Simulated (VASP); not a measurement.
Runs of VASP 6.6.1 on AlN. It takes space group P6_3mc (No. 186, hexagonal). The conventional cell has a = 3.113 Å, b = 3.113 Å, c = 4.980 Å, α = 90.00°, β = 90.00°, γ = 120.00°. Around Al (site symmetry 3m) lie 4 N at 1.89 to 1.90 Å. N (site symmetry 3m) has 4 Al at 1.89 to 1.90 Å as nearest neighbours. 

```tsv
level	potentials or basis	gap on the mesh (eV)	pressure (GPa)	relaxed volume (Å³/atom)
AM05	VASP PAW PBE potentials, release 64 (Al, N)	4.18	0.0	10.45
LDA	VASP PAW LDA potentials, release 64 (Al, N)	4.41	0.1	(b)
PBE	VASP PAW PBE potentials, release 64 (Al, N)	4.07	0.0	(c)
RPBE	VASP PAW PBE potentials, release 64 (Al, N)	3.97	0.0	(a)
r2SCAN	VASP PAW PBE potentials, release 64 (Al, N)	4.94	0.0	10.39
PBEsol	VASP PAW PBE potentials, release 64 (Al, N)	4.12	0.1	10.45
PBE+D3(BJ)	VASP PAW PBE potentials, release 64 (Al, N)	4.25	0.1	10.40
```

Alike in all rows: task relaxation of cell and atoms; no spin polarisation; cell relaxed; k mesh 12 × 12 × 6; cutoff (eV) 600; smearing gaussian 0.03 eV.

Q: Estimate the missing entries.

A: (a) 10.80; (b) 10.23; (c) 10.62.

Caveats: the PAW data sets were made with another functional, which shifts forces and pressure a little (some runs).

A k mesh can miss the band edges.

Not every run made on this cell is shown here.
